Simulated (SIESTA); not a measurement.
The system is AlN.

```
Al N
1.0
     3.11300    0.00000    0.00000
    -1.55650    2.69594    0.00000
     0.00000    0.00000    4.98100
Al N
2 2
Cartesian
  1.5565 0.8986 2.4905
  0.0000 1.7973 0.0000
  1.5565 0.8986 4.3833
  0.0000 1.7973 1.8928
```

Base run:

```yaml
Program: SIESTA 5.4.2
Functional: PBE
Potentials_or_basis: PseudoDojo 0.4 standard (PBE files)
Basis: TZDP (energy shift 0.003 Ry)
Grid_cutoff: 800 Ry
Energy_shift: 0.003 Ry
k_mesh: 10 × 10 × 6
Occupations: fermi-dirac, width 0.05 eV
Spin: no spin polarisation
```

Its results: band gap on the k mesh 4.39 eV, direct; pressure 4.9 GPa; largest force 0.141 eV/Å.

Q: The run is repeated on the same cell with these changes: basis from TZDP (energy shift 0.003 Ry) to DZP (energy shift 0.01 Ry); energy shift from 0.003 Ry to 0.01 Ry. What comes out?

A: Band gap on the k mesh 4.34 eV, direct; pressure 5.3 GPa; largest force 0.140 eV/Å.

Caveats: the basis of atomic orbitals isn't converged, which shifts pressures, moduli and gaps.
